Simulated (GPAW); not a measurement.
# BAs (honeycomb bilayer): G0W0 with GPAW, start to end, part 2 of 2

Wanted: ground state, empty states, screening and self-energy for BAs (honeycomb bilayer).

GPAW 26.7.0; LDA and many-body steps on it, plane waves. Known limits of the many-body steps: not at the basis limit; no spin-orbit coupling.

So far. Step 4 (Bands along the symmetry lines): The gap is 0.172 eV, as in the run before at this level. Step 5 (Empty states on the mesh, 12×12×1 mesh, 239 bands): On this mesh the gap is 0.172 eV.

## 6. Screening and self-energy, 12×12×1 mesh, 106 bands, screening to 48 eV

G0W0 replaces the xc potential by the self-energy, built once from these orbitals. Only a window of levels is corrected, while the sums run over the empty bands that the input names.

This step: G0W0 on LDA, plane waves, PAW.

Contents of run.py:

```python
import json
import numpy as np
from gpaw.mpi import world
from gpaw.response.g0w0 import G0W0

gw = G0W0('full.gpw',
    filename='gw',
    kpts=[0, 9],
    bands=(6, 10),
    ecut=48,
    nbands=106,
    truncation='2D',
    integrate_gamma='sphere',
    q0_correction=True,
    frequencies={'type': 'nonlinear', 'domega0': 0.15, 'omega2': 15.0},
    eta=0.1,
    nblocksmax=True)
gw.calculate()
res = {mode: {k: v for k, v in r.items() if k != 'sigma_eskwn'}
       for mode, r in gw.all_results.items()}

if world.rank == 0:
    with open('result.json', 'w') as f:
        json.dump(res, f, default=lambda x: x.tolist())
```

The run is started by

```sh
$ mpirun -n 8 gpaw python run.py
```

Numbers of over 12 decimals in the logs are rounded to 6 here.

The log of the run:

```text
Using integrator: PointIntegrator
NonLinearFrequencyDescriptor(from 0.000 to 59.417 eV, 151 points)
Nonperiodic BCs:  [False False  True]
Using integrator: PointIntegrator
NonLinearFrequencyDescriptor(from 0.000 to 59.417 eV, 151 points)
Nonperiodic BCs:  [False False  True]
Applying analytical 2D correction to W:
    Evaluating Gamma point contribution to W on a 15x15x1 grid
  ___  _ _ _
 |   || | | |
 | | || | | |
 |__ ||_____|
 |___|

BZ k-points: Symmetries present (total): 12

  [... matrices ...]
144 k-points: 12 x 12 x 1 Monkhorst-Pack grid + [1/24,1/24,0.000000]
19 k-points in the irreducible part of the Brillouin zone
       k-points in crystal coordinates                weights
   0:    -0.00000000   -0.00000000    0.00000000          1/144
   1:     0.08333333   -0.00000000    0.00000000          6/144
   2:     0.16666667   -0.08333333    0.00000000          6/144
   3:     0.16666667   -0.00000000    0.00000000          6/144
   4:     0.25000000   -0.08333333    0.00000000         12/144
   5:     0.25000000   -0.00000000    0.00000000          6/144
   6:     0.33333333   -0.16666667    0.00000000          6/144
   7:     0.33333333   -0.08333333    0.00000000         12/144
   8:     0.33333333   -0.00000000    0.00000000          6/144
   9:     0.33333333    0.33333333    0.00000000          2/144
          ...
  18:     0.50000000    0.50000000    0.00000000          3/144

Distributing spins, k-points and bands (1 x 2 x 4) over 1 process
Number of blocks: 8

Quasi particle states:
k-points (IBZ indices): [0, 9]
Band range: (6, 10)
  [... matrices ...]
Computational parameters:
Plane wave cut-off: 48 eV
Number of bands: 106
Coulomb cutoff: 2D
Broadening: 0.1 eV

fxc modes: GW
Kernel: RPA
Using full-frequency real axis integration
Summing all q:

Calculating screened Coulomb potential
2D Coulomb truncation
NonLinearFrequencyDescriptor(from 0.000 to 59.417 eV, 151 points)
Removing empty qpoint cache files...

Calculating chi0 body with:
    Ground state adapter containing:
    Number of spins: 1
    Number of kpoints: 144
    Number of irreducible kpoints: 19
    Number of completely occupied states: 8
    Number of partially occupied states: 8
    Occupied states memory: 4.1015625 M / cpu

    Linear response parametrization:
    q_c: [-2.0816681711721685e-17, -2.0816681711721685e-17, 0.0]
    Number of frequency points: 151
    Planewave cutoff: 48.0
    Number of bands: 106
    Number of planewaves: 95
    Broadening (eta): 0.1
    comm.size: 8
    kncomm.size: 1
    blockcomm.size: 8

    Memory estimate of potentially large arrays:
        chi0_wGG: 2.599287 M / cpu
Integrating chi0 body.

Symmetries of q_c:
    Direct symmetries (Uq -> q): 12
    Indirect symmetries (TUq -> q): 12
In total 24 allowed symmetries.

  [... matrices ...]
19 groups of equivalent kpoints. 86.805556% reduction.

Integral kind: spectral function
Integrating chi0 head and wings.

Symmetries of q_c:
    Direct symmetries (Uq -> q): 12
    Indirect symmetries (TUq -> q): 12
In total 24 allowed symmetries.

  [... matrices ...]
19 groups of equivalent kpoints. 86.805556% reduction.

Integral kind: spectral function wings

Calculating chi0 body with:
    Ground state adapter containing:
    Number of spins: 1
    Number of kpoints: 144
    Number of irreducible kpoints: 19
    Number of completely occupied states: 8
    Number of partially occupied states: 8
[... the further q-points ...]

Results:
f:      Occupation numbers
eps:     KS-eigenvalues [eV]
vxc:     KS vxc [eV]
exx:     Exact exchange [eV]
sigma:   Self-energies [eV]
dsigma:  Self-energy derivatives
Z:       Renormalization factors
qp:      QP-energies [eV]

k-point 0 (0): (-0.000, -0.000, 0.000)                GW
band       f     eps     vxc     exx   sigma  dsigma       Z      qp
                                                                   GW
   6   1.000  -1.834 -15.686 -17.676   2.116  -0.435   0.697  -1.746
   7   1.000  -1.834 -15.686 -17.676   2.116  -0.435   0.697  -1.746
   8   0.000   3.079  -5.387  -2.311  -2.796  -0.374   0.728   3.282
   9   0.000   3.861 -16.269 -10.444  -4.031  -0.535   0.651   5.030

k-point 1 (9): (0.333, 0.333, 0.000)                GW
band       f     eps     vxc     exx   sigma  dsigma       Z      qp
                                                                   GW
   6   1.000  -0.636 -12.742 -13.176   0.544  -0.449   0.690  -0.560
   7   1.000  -0.008 -13.503 -13.586   0.321  -0.428   0.700   0.159
   8   0.000   0.164 -11.064  -7.940  -2.272  -0.476   0.678   0.742
   9   0.000   0.642 -11.583  -8.227  -2.414  -0.498   0.668   1.270
```

The job ended after 6.1 min (8 MPI ranks of Arm Neoverse V1, shared host; peak memory 3.8 GiB; 41 min of CPU time).

Numbers from this step:

```yaml
g0w0_gap_on_the_points_computed: 0.5838 eV
least_direct_g0w0_gap_on_the_computed_points: 0.5838 eV
z_at_the_valence_top: 0.7004
z_at_the_conduction_bottom: 0.6776
starting_gap_on_the_mesh: 0.1721 eV
k_of_the_valence_top: 0.3333, 0.3333, 0
k_of_the_conduction_bottom: 0.3333, 0.3333, 0
```

The gap on the mesh goes from 0.17 eV to 0.58 eV, a correction of +0.41 eV.

Limits: finite bands, cutoff and mesh; no spin-orbit coupling. v1 is the top filled band, c1 the lowest empty one. Levels before and after the correction, in eV, zero at the valence-band top of each column:

|  | conduction bottom | valence top |
| --- | --- | --- |
| Kohn-Sham | 0.17 | 0.00 |
| G0W0 | 0.58 | 0.00 |

|  | level | energy (eV) |
| --- | --- | --- |
| Kohn-Sham | (0.333 0.333 0) v2 | -0.628 |
| Kohn-Sham | (0.333 0.333 0) v1 | 0.000 |
| Kohn-Sham | (0.333 0.333 0) c1 | 0.172 |
| Kohn-Sham | (0.333 0.333 0) c2 | 0.649 |
| G0W0 | (0.333 0.333 0) v2 | -0.719 |
| G0W0 | (0.333 0.333 0) v1 | 0.000 |
| G0W0 | (0.333 0.333 0) c1 | 0.584 |
| G0W0 | (0.333 0.333 0) c2 | 1.112 |

## 7. Where the time went

Times are wall times on 8 MPI ranks of Arm Neoverse V1, shared host, good to a factor of about two.

| step | time | share | memory (GiB) |
| --- | --- | --- | --- |
| relaxation | 60 s | 9 % | 1.9 |
| ground state | 24 s | 4 % | 1.3 |
| bands along the symmetry lines | 10 s | 2 % | 1.4 |
| empty states on the mesh | 3.4 min | 31 % | 2.0 |
| screening and self-energy | 6.1 min | 55 % | 3.8 |

## 8. Summary of results

| Quantity | Value |
| --- | --- |
| LDA gap | 0.17 eV, direct |
| G0W0 gap on the mesh | 0.58 eV |
| GW settings | 12×12×1 mesh, 106 bands, screening to 48 eV, full frequency, Hilbert transform |
| known limits | not at the basis limit; no spin-orbit coupling |

In words: G0W0 moves the gap on the mesh from 0.17 eV to 0.58 eV (+0.41 eV), with Z of 0.70 and 0.68 at the edges. Only 2 of the mesh's irreducible points were corrected, so a valley elsewhere could overtake. The dearest step here is «screening and self-energy». Bands and cutoff are finite, so the gap is not at the basis limit. The miss can reach some tenths of an eV and take either sign; the mesh is an error of its own. These stock PAW sets were not made for GW; the filled d or f shell of As lies in the frozen core, which bears on start and correction. In the G0W0 run levels were corrected at 2 k points alone, so a gap called «on the mesh» is the least over those, and an edge elsewhere would be missed. The many-body steps are scalar-relativistic: spin-orbit coupling is not in them.

[Paths, hosts, dates, memory and timing lines, banners, echoed tables and standing remarks are left out of the program output.]

[Logs are printed without paths, hosts, clocks, repeated set-up lines and the standing remarks that a program may print on its own settings, such as how far it seeks lower states.]

[Runs of the session that timed out or met a known fault of the program may be left out.]

[Hosts, paths, dates, database ids (printed as entryN), source tags and the programs' standing remarks are cut or masked in the printed files.]
